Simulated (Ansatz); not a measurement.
Runs of Ansatz 0.2.0 on WS2 (Tungstenite). It takes space group P6_3/mmc (No. 194, hexagonal). The conventional cell has a = 3.180 Å, b = 3.180 Å, c = 12.500 Å, α = 90.00°, β = 90.00°, γ = 120.00°. Around W (site symmetry -6m2) lie 6 S at 2.41 Å. S (site symmetry 3m) has 3 W at 2.41 Å as nearest neighbours. 

```tsv
task	level	potentials or basis	cell	cutoff (eV)	V0 of scaled cells (Å³/atom)	B0 (GPa)
equation of state	RPBE	Ansatz PAW	as given	420	18.84	145
equation of state	PBE	Ansatz PAW accurate	as given	880	18.52	(c)
equation of state	PBEsol	PseudoDojo PBEsol stringent	as given	1007	17.94	166
equation of state	PBE	Ansatz PAW	as given	420	(a)	(b)
```

Alike in all rows: no spin polarisation; k mesh 10 × 10 × 3; smearing fermi-dirac 0.05 eV.

Task: Fill in the values left out.

Result: (a) 18.51; (b) 154; (c) 153.

Caveats: the cell was scaled at fixed shape and fractional positions, which overstates the stiffness of a crystal with free parameters, most of all of layers and chains; this functional lacks dispersion, which binds the layers, so the pressure and a relaxed spacing across them are unreliable; the potentials were made for another functional, which shifts forces and pressure (some runs).
